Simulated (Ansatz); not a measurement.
# SnO2: the cost of one run

Program: Ansatz 0.2.0. Level of theory: DFT PBE+D3(BJ), plane waves, PAW, scalar-relativistic, no spin polarisation. These are calculated values, not measurements.

### 1 Starting point

The cell holds 24 atoms (O16Sn8): a = 7.019 Å, b = 7.019 Å, c = 6.677 Å, α = 90.00°, β = 90.00°, γ = 90.00°.

Structure file:

```xyz
24
Lattice="-4.9633 -4.9633 0.0000 4.9633 -4.9633 0.0000 0.0000 0.0000 6.6767" Properties=species:S:1:pos:R:3 pbc="T T T"
Sn    0.0000   -4.9633    0.0000
Sn    2.4816   -2.4816    1.6692
O     1.5169   -3.4464    0.0000
O     0.9648   -0.9648    1.6692
O    -1.5169   -6.4801    0.0000
O     3.9985   -3.9985    1.6692
Sn    0.0000   -4.9633    3.3384
Sn    2.4816   -2.4816    5.0075
O     1.5169   -3.4464    3.3384
O     0.9648   -0.9648    5.0075
O    -1.5169   -6.4801    3.3384
O     3.9985   -3.9985    5.0075
Sn    0.0000    0.0000    0.0000
Sn   -2.4816   -2.4816    1.6692
O    -3.4464   -3.4464    0.0000
O     0.9648   -5.9280    1.6692
O    -1.5169   -1.5169    0.0000
O    -0.9648   -3.9985    1.6692
Sn    0.0000    0.0000    3.3384
Sn   -2.4816   -2.4816    5.0075
O    -3.4464   -3.4464    3.3384
O     0.9648   -5.9280    5.0075
O    -1.5169   -1.5169    3.3384
O    -0.9648   -3.9985    5.0075
```

### 2 Run 1

100 steps of 0.75 fs at constant energy, with velocities drawn for 7000 K.

File input.yaml:

```yaml
accuracy: low
crystal:
  lattice:
    - [-4.963272, -4.963272, 0.0]
    - [4.963272, -4.963272, 0.0]
    - [0.0, 0.0, 6.676716]
  atoms:
    - { symbol: Sn, position: [0.5, 0.5, 0.0] }
    - { symbol: Sn, position: [0.0, 0.5, 0.25] }
    - { symbol: O, position: [0.19438, 0.5, 0.0] }
    - { symbol: O, position: [0.0, 0.19438, 0.25] }
    - { symbol: O, position: [0.80562, 0.5, 0.0] }
    - { symbol: O, position: [0.0, 0.80562, 0.25] }
    - { symbol: Sn, position: [0.5, 0.5, 0.5] }
    - { symbol: Sn, position: [0.0, 0.5, 0.75] }
    - { symbol: O, position: [0.19438, 0.5, 0.5] }
    - { symbol: O, position: [0.0, 0.19438, 0.75] }
    - { symbol: O, position: [0.80562, 0.5, 0.5] }
    - { symbol: O, position: [0.0, 0.80562, 0.75] }
    - { symbol: Sn, position: [0.0, 0.0, 0.0] }
    - { symbol: Sn, position: [0.5, 0.0, 0.25] }
    - { symbol: O, position: [0.69438, 0.0, 0.0] }
    - { symbol: O, position: [0.5, 0.69438, 0.25] }
    - { symbol: O, position: [0.30562, 0.0, 0.0] }
    - { symbol: O, position: [0.5, 0.30562, 0.25] }
    - { symbol: Sn, position: [0.0, 0.0, 0.5] }
    - { symbol: Sn, position: [0.5, 0.0, 0.75] }
    - { symbol: O, position: [0.69438, 0.0, 0.5] }
    - { symbol: O, position: [0.5, 0.69438, 0.75] }
    - { symbol: O, position: [0.30562, 0.0, 0.5] }
    - { symbol: O, position: [0.5, 0.30562, 0.75] }
basis:
  ecutwfc: 420.0
kpoints:
  mp_grid: { grid: [3, 3, 3] }
hamiltonian:
  xc: pbe
  dispersion: d3bj
  pseudopotentials: { kind: paw, azcp: { folder: soft_1 } }
scf:
  occupations: { method: fermi_dirac, width: 0.3 }
  lower_state_search: "off"
md:
  timestep: 0.75
  n_steps: 100
  ensemble: nve
  temperature: 7000.0
  initial_velocities: maxwell_boltzmann
  seed: 173912
```

Started as:

```sh
$ ansatz run input.yaml --threads 4 --pin off --max-ram 10240MiB --backend cpu --events-out ev --progress --plain --runs-dir out
```

What time and memory should one allow on 4 threads of AMD EPYC 7R43 (Zen 3), shared host?

About 19 min, with a peak of 1.7 GiB.
